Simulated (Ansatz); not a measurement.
# Ga2P and its competing phases

The calculation used Ansatz 0.2.0, DFT PBE, scalar-relativistic, plane waves, PAW. Settings: cutoff 420 eV, Γ-centred meshes spaced at most about 0.3 Å⁻¹, and about 0.25 Å⁻¹ or finer for metals (2π included), Gaussian smearing. No spin polarisation.

Energies over the elements count from the elements' standard structures at the same level, with no fitted energy shifts. The references include black phosphorus.

Temperature and zero-point effects are left out. In Ga2P P6/mmm an odd number of electrons in the primitive cell allows no gap without spin; a larger cell or a magnetic state could open one. The reference form of P is held partly by dispersion forces, which this level lacks.

The competitors are the elements and 1 reference phase of this chemical system (from databases or known types: GaP), relaxed at the same level; other known phases may be missing.

The candidate was reached from: EuGa2 type (P6/mmm).

```
CELL_PARAMETERS angstrom
4.81686 0.00000 0.00000
-2.40843 4.17153 0.00000
0.00000 0.00000 2.69301
ATOMIC_POSITIONS crystal
Ga 0.66667 0.33333 0.50000
Ga 0.33333 0.66667 0.50000
P 0.00000 0.00000 0.00000
```

Task: Is it stable, and against what?

Result: Not stable. Its formation energy is 0.294 eV/atom. The lowest competing mixture at this composition is this:

```
phase      space group             source  share of atoms  ΔE_f (eV/atom)
   Ga                -            element          0.3333         -0.0013
  GaP  F-43m (No. 216)  Materials Project          0.6667          -0.432
```

The lowest database cell of Ga (-0.0013) lies slightly below the reference, hence the non-zero entry.

The mixture lies at -0.288 eV/atom, and the candidate lies 0.58 eV/atom above it. The candidate matches no cell in the subsets of the Crystallography Open Database and the Materials Project at hand. The margin is far too high for a likely synthesis.
